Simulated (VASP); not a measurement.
## SrO: single point with PBE

Crystal: SrO.

```
Sr O
1.0
     0.08565    2.66554    2.66554
     2.66554    0.08565    2.66554
     2.66554    2.66554    0.08565
Sr O
1 1
Direct
  0.00000 0.00000 0.00000
  0.50000 0.50000 0.50000
```

The cell was built by a generator and needn't be a form met in nature.

The cell isn't the ideal one: shear_111 strain +5.0%.

```yaml
Program: VASP 6.6.1
Task: single point
Functional: PBE
Potentials_or_basis: VASP PAW PBE potentials, release 64 (Sr_sv, O)
Cutoff: 520 eV
k_mesh: 8 × 8 × 8
Occupations: fermi-dirac, width 0.02 eV
Spin: no spin polarisation
```

| Property | Result |
| --- | --- |
| Pressure | -1.9 GPa |
| Band gap on the k mesh | 3.23 eV, indirect (least direct gap 3.35 eV) |

Stress tensor (GPa, compression positive):
```
-1.89 -1.91 -1.91
-1.91 -1.89 -1.91
-1.91 -1.91 -1.89
```

Levels at points of the mesh, in eV from the valence-band top:
```
           k point  band 6  band 7  band 8  band 9  band 10  band 11
(0.00, 0.00, 0.00)   -0.11    0.00    0.00    3.50     5.69     6.18
(0.50, 0.00, 0.00)   -2.10   -1.22   -1.00    6.22     7.97     8.29
(0.50, 0.50, 0.00)   -0.58   -0.21   -0.12    3.23     7.29     9.69
(0.50, 0.50, 0.50)   -2.12   -0.93   -0.93    6.10     7.89     8.24
```

Wall time 27 s on 1 thread of AMD EPYC 9R45 (Zen 5) (shared host), peak memory 0.14 GiB.

A k mesh can miss the band edges.
